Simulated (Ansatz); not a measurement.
# Cu, omega (AlB2-type): how the functional moves the structure

All rows: Ansatz, plane waves with scalar-relativistic PAW, 420 eV (500 eV for the SCAN forms), relaxed under each functional, no dispersion correction, no zero-point motion. B₀ comes from uniform scaling at fixed shape; a dash is a value not given.

```
functional  V (Å³/atom)                                    cell  B₀ (GPa)     magnetic state  ΔE to fcc (meV/atom)
       PBE        12.18  a = 4.126 Å, c = 2.478 Å (c/a = 0.601)       134  spin not included                    78
    r²SCAN        11.64  a = 4.065 Å, c = 2.440 Å (c/a = 0.600)       156  spin not included                    81
    PBEsol        11.52  a = 4.050 Å, c = 2.432 Å (c/a = 0.601)       161  spin not included                    85
       LDA        11.08  a = 3.998 Å, c = 2.400 Å (c/a = 0.600)       181  spin not included                    88
    revPBE        12.50  a = 4.162 Å, c = 2.500 Å (c/a = 0.601)       122  spin not included                    76
      RPBE        12.63  a = 4.176 Å, c = 2.509 Å (c/a = 0.601)       118  spin not included                    75
      BLYP        12.94  a = 4.211 Å, c = 2.528 Å (c/a = 0.600)       109  spin not included                    63
```

LDA gives the smallest volume and BLYP the largest.
